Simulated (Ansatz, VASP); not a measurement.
## Al26N27 (V_Al): VASP beside Ansatz

Aim: how closely do two programs agree when they are given the same cell, functional and k mesh? The cell is taken from a series of runs on this material, whose earlier steps may have relaxed, scaled, displaced or heated it; both programs get it as it stands.

Method: plane waves, with VASP 6.6.1 beside it; single point at r2SCAN, in Ansatz 0.2.0.

## (1) Starting point

The cell holds 53 atoms: 26 Al and 27 N. Its edges and angles: a = 9.408 Å, b = 9.408 Å, c = 9.408 Å, α = 60.0°, β = 60.0°, γ = 60.0°. It derives from AlN (AlN (F-43m)). Nearest the centre at fractional (0.333, 0.667, 0.667): N43 at 2.13 Å, N41 at 2.13 Å, N44 at 2.14 Å, N35 at 2.20 Å, Al26 at 3.09 Å, Al25 at 3.09 Å, Al23 at 3.09 Å, Al12 at 3.10 Å.

As a file:

```xyz
53
Lattice="0.0000 6.6525 6.6525 6.6525 0.0000 6.6525 6.6525 6.6525 0.0000" Properties=species:S:1:pos:R:3 pbc="T T T"
Al   13.2912    6.6546    6.6518
Al    8.8662    2.2287    6.6525
Al    4.4418    4.4277    0.0234
Al    8.8665    6.6550    2.2259
Al    4.4346    8.8702    8.8678
Al    6.6534   11.0891    8.8668
Al    4.4412    0.0259    4.4252
Al    6.6529    8.8696   11.0863
Al    8.8485   11.0744   11.0715
Al   13.2875    8.8834    8.8817
Al    8.8368    4.4606    8.8557
Al   11.0558    6.6912    8.8501
Al    8.8364    8.8579    4.4584
Al    4.4294    4.4417    4.4391
Al    6.6650    6.6866    4.4571
Al   11.0555    8.8527    6.6885
Al    6.6650    4.4595    6.6840
Al   13.3019   11.0776   11.0750
Al    8.8675    6.6521   11.0721
Al   11.0923    8.8716   11.0724
Al    8.8679   11.0750    6.6494
Al    4.4464    6.6531    6.6500
Al    6.6850    8.8394    6.6291
Al   11.0927   11.0741    8.8692
Al    6.6843    6.6322    8.8362
Al    8.8992    8.8360    8.8331
N     1.1083    1.1133    1.1108
N     3.3301    3.3271    1.1163
N     5.5480    5.5436    1.1155
N     3.3302    1.1192    3.3248
N     5.5453    3.3312    3.3283
N     7.7575    5.5448    3.3244
N     5.5480    1.1184    5.5411
N     7.7577    3.3270    5.5425
N    10.1401    5.3828    5.3805
N     1.1210    3.3309    3.3285
N     3.3299    5.5435    3.3345
N     5.5423    7.7539    3.3285
N     3.3297    3.3371    5.5409
N     5.5407    5.5456    5.5430
N     7.6414    7.8844    5.4154
N     5.5420    3.3312    7.7517
N     7.6408    5.4175    7.8829
N    10.1065    7.8848    7.8822
N     1.1070    5.5494    5.5470
N     3.3244    7.7654    5.5479
N     5.5353    9.9894    5.5507
N     3.3240    5.5503    7.7631
N     5.5421    7.7697    7.7673
N     7.7570    9.9876    7.7662
N     5.5351    5.5533    9.9874
N     7.7574    7.7693    9.9852
N     9.9692    9.9884    9.9858
```

## (2) Ansatz: single point, r2SCAN

Ansatz runs on its PAW soft_1 files.

With cell and atoms fixed, the geometry can't cause a difference; cores, projectors, grids and the points listed under the comparison can.

File input.yaml:

```yaml
crystal:
  checkpoint: "../qm2_M1.relax.run"
  host: checkpoint
basis:
  ecutwfc: 500
  xc_grid: 2
hamiltonian:
  xc: r2scan
  pseudopotentials: { kind: paw, azcp: { folder: soft_1 } }
kpoints:
  mp_grid: { grid: [2, 2, 2], shift: [0.5, 0.5, 0.5] }
scf:
  occupations: { method: fermi_dirac, width: 0.01 }
  max_iter: 80
output:
  forces: true
  eigenvalues: true
  charged_corrections: { defect_position: [0.333333, 0.666667, 0.666667] }
checkpoint:
  read: "../qm2_M1.relax.run"
  write: "../qm2_M1.point_neutral.run"
  compress: false
  write_wavefunctions: false
  write_every: 100000
magnetization:
  spin_polarized: true
  initial_magnetization: 1
  spin_locking: { lock_magnetization: hard }
```

On the command line:

```bash
> ansatz run input.yaml --threads 8 --pin off --max-ram 15073MiB --backend cpu --events-out ev --progress --plain --runs-dir out
```

Numbers of over 12 decimals in the logs are rounded to 6 here.

The program printed:

```text
Warning: This run holds its total moment fixed (magnetization.spin_locking.lock_magnetization: hard) and mixes its density by anderson or broyden (scf.mixing.algorithm, typed or taken by auto). Slabs with a fixed moment have converged under broyden above another state at the same moment, at the default mixing steps and at smaller ones, and under scf.lower_state_search: standard, light or off a state that such a mixer [...]
checkpoint.read: neither the saved density nor the saved orbitals are used: the state is of another total charge, and does not settle where this run's electrons and spins go. The run starts from its atoms. Which states do: the manual's quickstart, A charge series.
crystal.checkpoint: the structure is that of <dir>, a `relax` run, at its step 11: its result, under r2scan at a charge of -2 e; 53 atoms read, 1 with a starting moment; this deck's charge is 0 e; this run starts in the magnetic order that was found there; no density is read with it (checkpoint.read); crystal.structure_sha256 for this input is
Engine: ansatz 0.2.0, x86_64-unknown-linux-gnu
Pseudopotentials: kind: paw
Pseudopotential: Al, paw, valence charge 3, recommended cutoff 500 eV (meta_gga), soft_1/Al.paw.azcp
Pseudopotential: N, paw, valence charge 5, recommended cutoff 500 eV (meta_gga), soft_1/N.paw.azcp
Functional definition: r2SCAN
  parameter k0 = 0.174
  parameter k1 = 0.065
  parameter a1 = 4.9479
  exchange = r2scan_x(k0 = k0, k1 = k1, a1 = a1)
  correlation = r2scan_c
Crystal: 53 atoms, lattice volume = 588.824 Å³
Basis set: ecut = 500 eV, 15065 PW (Γ), exchange–correlation on 144×144×144 points (8 copies of the dense FFT grid, shifted against one another)
Bands: 160, of which v1, the nominal top of the filled ones, is band 107 counted from 1 (106 counted from 0)
Symmetry: 1 space group operations
Space group: P1 (ITA 1), of the structure as read, at distance tolerance 8.4e-5 Å
Magnetic group: BNS 1.1 (UNI 1), of the structure as read, at distance tolerance 8.4e-5 Å
k-points: 4 of 8 (time reversal used)
Non-local potential: Al, projectors of the file, l = 0: 2, l = 1: 2, l = 2: 1
Non-local potential: N, projectors of the file, l = 0: 2, l = 1: 2, l = 2: 1
PAW form: soft (Blöchl's): semilocal exchange-correlation on the pseudo side does not see the compensation charge
PAW frozen core: Al, regenerated for the run's functional (the file was generated under x = pbe(κ = 0.804, μ = 0.219515), c = pbe(β = 0.066725))
PAW frozen core: N, regenerated for the run's functional (the file was generated under x = pbe(κ = 0.804, μ = 0.219515), c = pbe(β = 0.066725))
PAW one-centre angular grid: Al, 302 points (default); XC on 160 Gauss nodes
PAW one-centre angular grid: N, 302 points (default); XC on 160 Gauss nodes
Initial density: superposition of atomic densities (chi_scale 0.1, normalization cell, long waves kept (reshape's long-wave potential 0.07 eV rms))
Starting moments: Σ|m| = 1 μB on 1 of 53 sites
Initial wavefunctions: pseudopotential atomic-orbital guess
Functional: x = r2scan, c = r2scan; τ floored in thin density (d = 2e-4 eV/Å³)
SCF iter   1: F=—  HF=-24540.834924 eV  |F-HF|=—  |Δ(HF+E_count)|=         —  Δρ=6.34e-2 (↑6.34e-2 ↓6.34e-2)  dr2=1.18e2  dr2_τ=3.22e0  dr2_m=1.86e-1  M=1.000 μB ∫|m|=1.105 μB  β_m=1.20  ethr=3.10e-3  ⟨swp⟩=6.0  Hψ=5580  notcnv=0  defer=170
preconditioner: auto → Kerker (q_TF=auto, 2.303 Å⁻¹)  [metal: Δε(μ)=0.021 eV  Ē_g=14.754 eV  σ=0.010 eV  W_gap=0.46  n_scr=112 (ndim 8)  ℏωp=22.3 eV  f_vac=0.000  D(μ)=14.45/eV (n_scr^D=88)]
spin=Collinear: Kerker preconditioning applied to the charge; magnetization (m = ρ↑ − ρ↓) channel mixes plain (no charge-response kernel on spin).
SCF iter   2: F=—  HF=-24521.674230 eV  |F-HF|=—  |Δ(HF+E_count)|=    1.92e1  Δρ=3.87e-2 (↑3.78e-2 ↓3.87e-2)  dr2=4.37e1  dr2_τ=2.68e-1  dr2_m=1.53e-1  M=1.000 μB ∫|m|=1.567 μB  β_m=1.20  ethr=3.10e-3  ⟨swp⟩=2.4  Hψ=2378  notcnv=0  defer=384  κ⁻¹=1.0e0(r=1)
SCF iter   3: F=—  HF=-24515.827453 eV  |F-HF|=—  |Δ(HF+E_count)|=    5.85e0  Δρ=2.02e-2 (↑2.02e-2 ↓1.97e-2)  dr2=8.85e0  dr2_τ=1.52e-1  dr2_m=7.03e-2  M=1.000 μB ∫|m|=2.579 μB  β_m=1.20  ethr=3.10e-3  ⟨swp⟩=2.6  Hψ=1802  notcnv=0  defer=384  κ⁻¹=2.3e-1(r=2)
SCF iter   4: F=—  HF=-24516.160136 eV  |F-HF|=—  |Δ(HF+E_count)|=   3.33e-1  Δρ=1.36e-2 (↑1.36e-2 ↓1.36e-2)  dr2=3.00e0  dr2_τ=3.30e-2  dr2_m=5.69e-3  M=1.000 μB ∫|m|=2.892 μB  β_m=1.20  ethr=3.10e-3  ⟨swp⟩=3.1  Hψ=2280  notcnv=0  defer=384  κ⁻¹=1.6e-2(r=3)
[...]
atom   3  Al     0.06454792    -0.20359243    -0.00467724
  atom   4  N     -0.29423348     0.24944025    -0.07867044
  atom   5  Al     0.32704233    -0.24432184     0.58090315
  atom   6  N     -0.33107603     0.22989516    -0.06581880
  atom   7  Al     0.07990144     0.00104893    -0.27691911
  atom   8  N     -0.40403609    -0.09355449     0.34848748
  atom   9  Al     0.11128382     0.25433963     0.18704003
  atom  10  N     -0.04291992    -0.02548638    -0.02726272
  atom  11  Al    -0.19994644    -0.04435508     0.17969980
  atom  12  N      0.02046586     0.31376188     0.35650323
  atom  13  Al     0.45886445     0.49140431    -0.26105965
  atom  14  N     -0.36950330    -0.05900773     0.23474858
  atom  15  Al    -0.11098086     0.16223442    -0.03123129
  atom  16  N     -0.00457986     0.29292996     0.21190507
  atom  17  Al    -0.51951927    -0.29719460    -0.18807081
  atom  18  N     -0.07253531     0.02666813     0.00682393
  atom  19  Al     0.38783113    -0.30116087    -0.40511840
  atom  20  N     -0.58107410    -0.26839614     0.14307753
  atom  21  Al     1.60339569    -0.71466618     0.67824013
  atom  22  N     -0.24641117     0.19960852    -0.42276189
  atom  23  Al     0.73816728    -1.49191705     0.61828938
  atom  24  N      0.25850085     0.48686757     0.21545832
  atom  25  Al     2.08722241     1.07446053    -1.11843570
  atom  26  N     -0.33961050    -0.52674565     0.21894491
[...]
atom  46  Al    -1.23970811     1.28624059     1.82943463
  atom  47  N      0.23746520    -0.57315423    -0.35021146
  atom  48  Al    -0.32167243     0.48624740     0.02457030
  atom  49  N      0.23636882    -0.35539684    -0.32584236
  atom  50  Al    -0.86486453     1.24592137     1.04574147
  atom  51  N      0.21240813    -0.24850565    -0.51355832
  atom  52  Al    -1.22304165     0.82619795     0.93845980
  atom  53  N      0.34466381    -0.23648831    -0.24173434
  max |Σ_I F_I| component: 1.43e-2 eV/Å
--- Band table (eV; the first three rows and the last of 8) ---
  k-point 0 ↑: bands = [... 103 lower, 5.6477, 5.6928, 5.8759, 5.8819, 6.7689, 10.9379, 11.0694, 11.1468, ... 49 higher]
  k-point 1 ↑: bands = [... 103 lower, 5.6529, 5.6775, 5.7848, 5.8297, 6.6970, 10.4356, 11.2932, 11.3969, ... 49 higher]
  k-point 2 ↑: bands = [... 103 lower, 5.6323, 5.6610, 5.7495, 5.8375, 6.5794, 10.4396, 11.3083, 11.3995, ... 49 higher]
  k-point 3 ↓: bands = [... 103 lower, 5.7268, 5.8443, 6.2393, 6.8010, 7.3623, 10.4432, 11.3400, 11.3731, ... 49 higher]
```

## (3) VASP: single point, r2SCAN

The same cell, functional, mesh and smearing now go to VASP, with its own data sets.

Lines of VASP's logs that name or quote its potential files are left out, and so is its time.

File INCAR:

```
SYSTEM = Al26N27
PREC = Accurate
ENCUT = 580
EDIFF = 1E-06
NELM = 200
ISMEAR = -1
SIGMA = 0.01
LREAL = Auto
ALGO = Normal
METAGGA = R2SCAN
LASPH = .TRUE.
NBANDS = 144
ISPIN = 2
MAGMOM = 0 0 -0 -0 -0 -0 -0 -0 -0 -0 -0 -0 0 -0 0 0 -0 -0 0 0 -0 -0 0 -0 -0 0 0 0 0 -0 -0 -0 0 0 0.54 -0.02 -0 -0.04 -0 -0 -0.49 0.07 0.35 0.24 0 0 -0.02 -0 -0 -0 0.07 0 0.06
LORBIT = 11
LWAVE = .FALSE.
LCHARG = .FALSE.
ISIF = 2
ISYM = 0
NUPDOWN = 1
GGA_COMPAT = .FALSE.
LMIXTAU = .TRUE.
KPAR = 4
```

File POSCAR:

```
Al26N27
1.0
    0.0000000000      6.6525027110      6.6525027110
    6.6525027110      0.0000000000      6.6525027110
    6.6525027110      6.6525027110      0.0000000000
Al N
26 27
Direct
    0.0011477695      0.9987531251      0.9991648036
    0.0011243235      0.9988700699      0.3338986246
    0.0007056295      0.0028133221      0.6648708522
    0.0010769452      0.3335116280      0.9992917280
    0.9998829551      0.3331256780      0.3334872272
    0.9998142366      0.3330375887      0.6670902386
    0.0007447544      0.6644558885      0.0031497240
    0.9998539091      0.6666287780      0.3334249170
    0.9994347524      0.6648311386      0.6652666510
    0.3365296355      0.9985553283      0.9988205969
    0.3366742140      0.9945097189      0.3338328980
    0.3371276053      0.9932171363      0.6686848258
    0.3367104909      0.3334722054      0.9948050369
    0.3345733718      0.3327112811      0.3331069729
    0.3366121032      0.3333748142      0.6685110161
    0.3371444330      0.6682644859      0.9935895319
    0.3366033095      0.6681365295      0.3337430602
    0.6652171344      0.9995755803      0.9999598890
    0.6656757423      0.9986824373      0.3342684561
    0.6652871943      0.9991070550      0.6682840897
    0.6656497681      0.3338777853      0.9991395585
    0.6656663967      0.3339630005      0.3344225303
    0.6601675254      0.3363140870      0.6685639211
    0.6652102293      0.6680087783      0.9994343658
    0.6602152790      0.6680430247      0.3367352604
    0.6591454948      0.6686472537      0.6690741534
    0.0838701957      0.0831103930      0.0834846368
    0.0836849248      0.0841236122      0.4164497925
    0.0835106364      0.0841695973      0.7498045813
    0.0837118405      0.4160767280      0.0845203652
    0.0837404941      0.4165701333      0.4170006064
    0.0835593758      0.4161688322      0.7499273083
    0.0835428276      0.7493969063      0.0845695030
    0.0835646273      0.7495755586      0.4165501567
    0.0468349679      0.7619580489      0.7622968189
    0.4162675582      0.0840760122      0.0844246608
    0.4169951468      0.0842437452      0.4163072905
    0.4163927283      0.0839465132      0.7491694945
    0.4170091018      0.4159021435      0.0846230093
    0.4169725589      0.4162416410      0.4166314859
    0.4252880369      0.3887555537      0.7598886032
    0.4164573354      0.7487705258      0.0842934347
    0.4253701913      0.7595836311      0.3889827133
    0.4254449633      0.7594059436      0.7597951974
    0.7507983997      0.0830164561      0.0833799895
    0.7507643760      0.0831969921      0.4165240495
    0.7519603034      0.0824122218      0.7496466058
    0.7508002659      0.4161396497      0.0835237594
    0.7512138779      0.4163616565      0.4167249006
    0.7513549080      0.4160552095      0.7499772657
    0.7520133014      0.7492837005      0.0827504611
    0.7513728730      0.7495893075      0.4164973486
    0.7519777407      0.7490859268      0.7494741710
```

File KPOINTS:

```
Points of the shifted mesh
8
Reciprocal
 0.2500000000  0.2500000000  0.2500000000 1
 0.2500000000  0.2500000000  0.7500000000 1
 0.2500000000  0.7500000000  0.2500000000 1
 0.2500000000  0.7500000000  0.7500000000 1
 0.7500000000  0.2500000000  0.2500000000 1
 0.7500000000  0.2500000000  0.7500000000 1
 0.7500000000  0.7500000000  0.2500000000 1
 0.7500000000  0.7500000000  0.7500000000 1
```

Potentials, in the order of the species: Al and N (PBE family, release 64).

On the command line:

```bash
> mpirun -np 8 vasp_std
```

The program printed:

```text
[banner, memory and clock lines left out]
running    8 mpi-ranks, on    1 nodes
[...]
|                                                                             |
|           W    W    AA    RRRRR   N    N  II  N    N   GGGG   !!!           |
|           W    W   A  A   R    R  NN   N  II  NN   N  G    G  !!!           |
|           W    W  A    A  R    R  N N  N  II  N N  N  G       !!!           |
|           W WW W  AAAAAA  RRRRR   N  N N  II  N  N N  G  GGG   !            |
|           WW  WW  A    A  R   R   N   NN  II  N   NN  G    G                |
|           W    W  A    A  R    R  N    N  II  N    N   GGGG   !!!           |
|                                                                             |
|     For optimal performance we recommend to set                             |
|       NCORE = 2 up to number-of-cores-per-socket                            |
|     NCORE specifies how many cores store one orbital (NPAR=cpu/NCORE).      |
|     This setting can greatly improve the performance of VASP for DFT.       |
[...]
|                                                                             |
|     You enforced a specific xc type in the INCAR file but a different       |
|     [... a line on the potential file left out ...]
|     I HOPE YOU KNOW WHAT YOU ARE DOING!                                     |
|                                                                             |

 LDA part: xc-table for (None), standard interpolation
 POSCAR, INCAR and KPOINTS ok, starting setup
[...]
entering main loop
       N       E                     dE             d eps       ncg     rms          rms(c)
DAV:   1     0.858346540629E+03    0.85835E+03   -0.10777E+05  4608   0.149E+03
DAV:   2    -0.500957829445E+03   -0.13593E+04   -0.13051E+04  5808   0.296E+02
DAV:   3    -0.610175893587E+03   -0.10922E+03   -0.10782E+03  5456   0.900E+01
DAV:   4    -0.612062325377E+03   -0.18864E+01   -0.18802E+01  5392   0.126E+01
[...]
DAV:  22    -0.500415460438E+03   -0.30609E-05   -0.37177E-06  4408   0.632E-03    0.579E-03
DAV:  23    -0.500415461935E+03   -0.14970E-05   -0.32470E-06  3480   0.538E-03    0.277E-03
DAV:  24    -0.500415461930E+03    0.53406E-08   -0.11846E-06  2968   0.342E-03
   1 F= -.50041546E+03 E0= -.50041546E+03  d E =-.118359E-10  mag=     1.0000
```

Parts of OUTCAR (step 3):

```text
  FREE ENERGIE OF THE ION-ELECTRON SYSTEM (eV)
  ---------------------------------------------------
  free  energy   TOTEN  =      -500.4154619300 eV

  energy  without entropy=     -500.4154619300  energy(sigma->0) =     -500.41546193

 magnetization (x)
# of ion       s       p       d       tot
------------------------------------------
    1       -0.000   0.000   0.000  -0.000
    2       -0.000   0.000   0.000  -0.000
    3       -0.003  -0.007   0.000  -0.010
    4        0.000  -0.000   0.000   0.000
    5       -0.000  -0.000   0.000  -0.000
    6       -0.000  -0.000   0.000  -0.000
    7       -0.003  -0.004   0.000  -0.007
    8       -0.000  -0.000   0.000  -0.000
    9       -0.003  -0.005   0.000  -0.008
   10       -0.000  -0.000   0.000  -0.000
   11       -0.002  -0.005   0.000  -0.007
   12       -0.002  -0.004   0.000  -0.006
   13        0.003   0.006   0.000   0.009
[...]
--------------------------------------------------
tot          0.020   0.678   0.000   0.698
```

The run ends at a pressure of -6.73 GPa, with forces up to 2.6 eV/Å.

## (4) Comparison

Known differences besides the potentials themselves: VASP starts from the moments at which Ansatz ended; VASP keeps PBE cores, Ansatz makes them for the functional; the cutoff is 500 eV in Ansatz and 580 eV in VASP (PREC = Accurate, projectors in real space); site moments are counted in spheres of each program's own size. Total energies have different zeros and are not compared.

Both answers:

```csv
quantity,Ansatz,VASP,difference
"total moment, fixed by the input (μB)",1.00,1.00,0.00
moment on N35 (μB),0.54,0.52,+0.02
moment on N41 (μB),-0.49,-0.49,0.00
moment on N43 (μB),0.35,0.36,-0.01
moment on N44 (μB),0.24,0.24,+0.01
moment on N42 (μB),0.07,0.07,+0.01
moment on N51 (μB),0.07,0.06,0.00
moment on N53 (μB),0.06,0.06,0.00
```

Forces on 7 of the 53 atoms, those with the largest forces and the largest differences (eV/Å; atoms numbered as in POSCAR):

```csv
atom,"Ansatz x, y, z","VASP x, y, z"
Al11,"1.603, -0.715, 0.678","1.622, -0.734, 0.702"
Al13,"2.087, 1.074, -1.118","2.099, 1.092, -1.132"
Al15,"-0.994, -2.015, -1.098","-1.010, -2.024, -1.118"
Al16,"0.822, 0.589, -1.472","0.825, 0.587, -1.458"
Al17,"-0.572, -0.778, -1.517","-0.593, -0.804, -1.530"
Al23,"-1.240, 1.286, 1.829","-1.252, 1.304, 1.839"
Al25,"-0.865, 1.246, 1.046","-0.881, 1.264, 1.070"
```

The forces differ by 7.8 meV/Å r.m.s., which is 1.4 % of the r.m.s. force of 0.562 eV/Å (both taken over all components).

## (5) Outcome

```yaml
r_m_s_force_difference_single_point_r2scan: 1.4 % of the r.m.s. force
```

The r.m.s. force difference is 1.4 % of the r.m.s. force (single point, r2SCAN), within the 3 % picked in this series as the mark of a large difference. How closely two codes agree says nothing of how well the functional describes the real material.

[Lines on the potential files, build, host, timing and source positions are cut from VASP's logs without a mark.]

[Logs are printed without paths, hosts, clocks, repeated set-up lines and the standing remarks that a program may print on its own settings, such as how far it seeks lower states.]

[Hosts, paths, dates, database ids (printed as entryN), source tags and the programs' standing remarks are cut or masked in the printed files.]
